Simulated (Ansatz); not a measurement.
Runs of Ansatz 0.2.0 on Ge. The structure is orthorhombic, space group Cmmm (No. 65). The conventional cell has a = 2.794 Å, b = 5.201 Å, c = 2.698 Å, α = 90.00°, β = 90.00°, γ = 90.00°. Ge (site symmetry mmm) has 8 Ge at 2.70 to 2.95 Å as nearest neighbours. This isn't the form of Ge at room conditions, which is diamond.

```csv
task,level,k mesh,points for each segment of the path,gap on the mesh (eV),pressure (GPa),V0 of scaled cells (Å³/atom),B0 (GPa)
single point,PBE0,8 × 8 × 6,-,none,-4.7,-,-
equation of state,HSE06,6 × 6 × 6,-,-,-,(b),80
equation of state,PBE0,6 × 6 × 6,-,-,-,18.77,(a)
band structure,HSE06,8 × 8 × 6,4,none,-4.5,-,-
```

Alike in all rows: potentials or basis Ansatz PAW; no spin polarisation; cell as given; cutoff (eV) 420; smearing fermi-dirac 0.05 eV; the mesh is coarse, so values aren't converged.

**Question.** Fill in the values left out.

**Answer.** (a) 84; (b) 18.81.

Caveats: all runs use coarse meshes; the PAW data sets come from PBE, with cores solved anew for the run's functional, which leaves a small shift of forces and pressure (some runs); the thresholds are loose for stress (some runs); the cell was scaled at fixed shape and fractional positions, which overstates the stiffness of a crystal with free parameters, most of all of layers and chains (some runs); the PAW data sets were made with another functional, which shifts forces and pressure a little (some runs).

A k mesh can miss the band edges, and the runs leave out spin-orbit coupling on Ge.

A gap of «none» marks a metal or a gap under the smearing width.
